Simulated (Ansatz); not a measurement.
# Al2O3: the cost of one run

All numbers below are computed with Ansatz 0.2.0 (DFT PBE, scalar-relativistic, plane waves, PAW).

5 further runs of the same task are left out: 5 set aside as unsound or not needed.

## Step 1: The system as given

The cell holds 20 atoms (Al7NdO12): a = 4.809 Å, b = 4.809 Å, c = 9.180 Å, α = 74.82°, β = 74.82°, γ = 60.00°.

The coordinates of this cell stand in the input of its own run.

The host was relaxed before at PBE: a = 4.809 Å, b = 4.809 Å, c = 13.125 Å, α = 90.00°, β = 90.00°, γ = 120.00° (conventional cell), 8.761 Å³/atom.

Places, in fractions of the supercell: Nd in place of Al at (0.926, 0.926, 0.222). The start keeps the symmetry of the ideal site.

## Step 2: Band edges of the host over the zone

input.yaml

```yaml
crystal:
  lattice:
    - [2.4042988847, 1.3881226083, 4.3749119519]
    - [-2.4042988847, 1.3881226083, 4.3749119519]
    - [0.0, -2.7762452166, 4.3749119519]
  atoms:
    - { symbol: Al, position: [0.1478748959, 0.1478748959, 0.1478748959] }
    - { symbol: Al, position: [0.3521251041, 0.3521251041, 0.3521251041] }
    - { symbol: Al, position: [0.6478748959, 0.6478748959, 0.6478748959] }
    - { symbol: Al, position: [0.8521251041, 0.8521251041, 0.8521251041] }
    - { symbol: O, position: [0.9438371695, 0.5561628305, 0.25] }
    - { symbol: O, position: [0.4438371695, 0.75, 0.0561628305] }
    - { symbol: O, position: [0.5561628305, 0.25, 0.9438371695] }
    - { symbol: O, position: [0.25, 0.9438371695, 0.5561628305] }
    - { symbol: O, position: [0.75, 0.0561628305, 0.4438371695] }
    - { symbol: O, position: [0.0561628305, 0.4438371695, 0.75] }
basis:
  ecutwfc: 420
  xc_grid: 2
kpoints:
  mp_grid: { grid: [6, 6, 6] }
  band_path: { path: [VBM, CBM], npoints: 2 }
hamiltonian:
  xc: pbe
scf:
  occupations: { method: gaussian, width: 0.02 }
output:
  forces: true
  stress: true
  eigenvalues: true
```

Command:

```sh
$ ansatz run input.yaml --threads 8 --pin off --max-ram 16384MiB --backend cpu --events-out ev --progress --plain --runs-dir out
```

What time and memory should one allow on 8 threads of Arm Neoverse V2, shared host?

About 2.1 s, with a peak of 0.49 GiB.
